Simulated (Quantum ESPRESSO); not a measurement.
# Au in Quantum ESPRESSO: the effect of functional

Crystal: Au.

```
CELL_PARAMETERS angstrom
0.00000 2.03500 2.03500
2.03500 0.00000 2.03500
2.03500 2.03500 0.00000
ATOMIC_POSITIONS crystal
Au 0.00000 0.00000 0.00000
```

Alike in all runs:

```yaml
Program: Quantum ESPRESSO 7.5
Task: phonon dispersion
k_mesh: 8 × 8 × 8
Occupations: cold, width 0.2 eV
Spin: no spin polarisation
```

Each run relaxes the cell or the atoms first.

Task: One run gave: relaxed volume 17.07 Å³/atom; highest phonon frequency 153 cm⁻¹. Which functional did it use?
A. LDA
B. PBEsol
C. PBE

Result: B.

| functional | potentials or basis | cutoff | relaxed volume (Å³/atom) | highest phonon frequency (cm⁻¹) |
| --- | --- | --- | --- | --- |
| LDA | PseudoDojo 0.4.1 SR LDA standard | 871 eV | 16.52 | 162 |
| PBE | PseudoDojo 0.4.1 SR PBE standard | 1034 eV | 18.00 | 138 |
| PBEsol | PseudoDojo 0.4.1 SR PBEsol standard | 1034 eV | 17.07 | 153 |

Caveats: the mesh is thin for the phonons of a metal.
